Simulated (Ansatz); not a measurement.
The elements of this relaxed trial sheet are hidden behind letters. Only a and b repeat, and vacuum parts the sheet from its images along c.

```
lattice vectors (Å)
   3.5524    0.0000    0.0000
   0.0000    5.1771    0.0000
   0.0000    0.0000   29.1920
fractional positions
X 0.0000 0.0014 0.3386
X 0.5000 0.4986 0.3386
Z 0.0000 0.9104 0.2438
Z 0.5000 0.5896 0.2438
```

These are results of DFT PBE, scalar-relativistic, plane waves, PAW in Ansatz 0.2.0, not measurements. Settings of the last relaxation (4-atom cell): 420 eV, 12×10×1 k points, Gaussian smearing of 0.10 eV, no spin polarisation.

* Layer group: pma2 (No. 24)
* In-plane cell: a = 3.552 Å, b = 5.177 Å, γ = 90.0°
* Area per atom: 4.60 Å²
* Thickness between the outermost nuclei: 2.77 Å
* Energy over the elements: +0.18 eV/atom
* Gap on the 12×10×1 mesh of the 4-atom cell: 0 eV (a metal)

Energies are uncorrected and count from the elements' standard states at the same level.

Q: X is a p-block element of period 5 and Z is a p-block element of period 4. Which elements are they?

A: X = In, Z = As, so the formula is InAs. In at height 2.77 Å has 1 As at 2.81 Å and 4 In at 3.13–3.15 Å; As at height 0.00 Å has 2 As at 2.43 Å. Other elements may fit the hints; this set was computed.

Symmetry constrained the relaxation, so the result can be a saddle point.
